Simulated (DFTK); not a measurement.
# RbCl under changes of volume

One of the cells (35.094 Å³/atom); the others are scaled copies at fixed shape and fractional positions:

```
Rb Cl
1.0
     0.00000    3.27400    3.27400
     3.27400    0.00000    3.27400
     3.27400    3.27400    0.00000
Rb Cl
1 1
Cartesian
  0.0000 0.0000 0.0000
  3.2740 3.2740 3.2740
```

| Quantity | Value |
| --- | --- |
| Program | DFTK 0.8.2 |
| Functional | PBEsol |
| Potentials or basis | dojo.nc.sr.pbesol.v0_4_1.standard.upf (PBEsol) |
| Cutoff | 898 eV |
| k mesh | 7 × 7 × 7 |
| Occupations | fermi-dirac, width 0.05 eV |
| Spin | no spin polarisation |

```tsv
volume (Å³/atom)	energy over the lowest point (meV/atom)	pressure (GPa)	gap on the mesh (eV)
32.989	?	?	?
33.690	2.82	0.7	5.01
34.392	0.60	0.3	4.95
35.094	0.00	0.0	4.89
35.796	0.83	-0.3	4.83
36.498	2.93	-0.6	4.78
37.200	6.15	-0.9	4.72
```

Task: What does the run at 32.989 Å³/atom give?

Result: Energy over the lowest point 6.88 meV/atom; pressure 1.2 GPa; gap on the mesh 5.08 eV.

Worked out: A Birch-Murnaghan fit of order 3 (a polynomial in V^(-2/3)) to the other rows has its minimum at 35.02 Å³/atom with B0 = V·E''(V) = 16.5 GPa and B' = 5.1. It gives 6.86 meV/atom at 32.989 Å³/atom, against the run's 6.88, and -dE/dV = 1.1 GPa, against 1.2. A straight line through the other rows of the gap, of slope -2.91 eV per unit of ln V (its deformation potential), extrapolates to 5.07 eV, against the run's 5.08.

Energies are extrapolated to zero smearing.

Caveats: an odd mesh through Γ misses points on the zone boundary, where band edges often lie (some runs). Spin-orbit coupling on Rb is left out.
